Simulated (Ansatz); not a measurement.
Runs of Ansatz 0.2.0 on Bi. It takes space group Im-3m (No. 229, cubic). The conventional cell has a = 3.963 Å, b = 3.963 Å, c = 3.963 Å, α = 90.00°, β = 90.00°, γ = 90.00°. Bi (site symmetry m-3m) is surrounded by 8 Bi at 3.43 Å. This isn't the form of Bi at room conditions, which is rhombohedral.

```tsv
task	level	cell	cutoff (eV)	smearing	gap on the mesh (eV)	pressure (GPa)	relaxed volume (Å³/atom)
relaxation of cell and atoms	revPBE+D4	relaxed	-	fermi-dirac 0.05 eV	-	0.0	30.06
relaxation of cell and atoms	PBEsol+D3(BJ)	relaxed	-	fermi-dirac 0.05 eV	-	0.0	(a)
single point	LDA	as given	160	gaussian 0.05 eV	none	-3.3	-
single point	LDA	the cell as VASP's run set it	160	gaussian 0.05 eV	none	-3.3	-
```

Alike in all rows: potentials or basis all-electron LAPW, scalar-relativistic; no spin polarisation; k mesh 9 × 9 × 9; basis error allowed 0.001 eV/atom.

**Question.** Estimate the missing entries.

**Answer.** (a) 28.53.

Caveats: spin-orbit coupling is left out, which moves the levels of the heavy elements.

A k mesh can miss the band edges, and the runs leave out spin-orbit coupling on Bi.

A gap of «none» marks a metal or a gap under the smearing width.

Runs at the PBE level aren't shown here.
